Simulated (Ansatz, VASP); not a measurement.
Si in VASP and in Ansatz

```
Si
1.0
    -2.25100    2.36850    1.23675
     2.25100   -2.36850    1.23675
     2.25100    2.36850   -1.23675
Si
2
Direct
  0.80700 0.55700 0.25000
  0.19300 0.44300 0.75000
```

Change from the starting cell: zz strain of -3 %, PAW files.

Alike in both runs: task electric field gradients; functional LDA; k mesh 16 × 16 × 16; occupations fermi-dirac, width 0.05 eV; no spin polarisation.

|  | VASP | Ansatz |
| --- | --- | --- |
| version | VASP 6.6.1 | Ansatz 0.2.0 |
| potentials or method | VASP PAW LDA potentials, release 64 (Si) | PAW with Ansatz's default frozen-core files, scalar-relativistic |
| plane-wave cutoff (eV) | 520 | 420 |
| valence electrons in the cell | 8 | 8 |

Ansatz gave:

```
pressure (GPa)                                                 : 16.0
largest component of the traceless stress (GPa)                : 1.91
rms of the force components (eV/Å)                             : 0.011
Vzz of the field gradient on the site that differs most (V/Å²) : -23.6
```

Problem. Estimate VASP's values.

Solution. Pressure (GPa): 16.1; largest component of the traceless stress (GPa): 1.90; rms of the force components (eV/Å): 0.011; Vzz of the field gradient on the site that differs most (V/Å²): -23.9.

Atom by atom the forces differ by 0.000 eV/Å (rms over components).

Caveats: so large a pressure means that the cell lies far from this level's equilibrium, or that cutoff or potentials fall short (VASP).
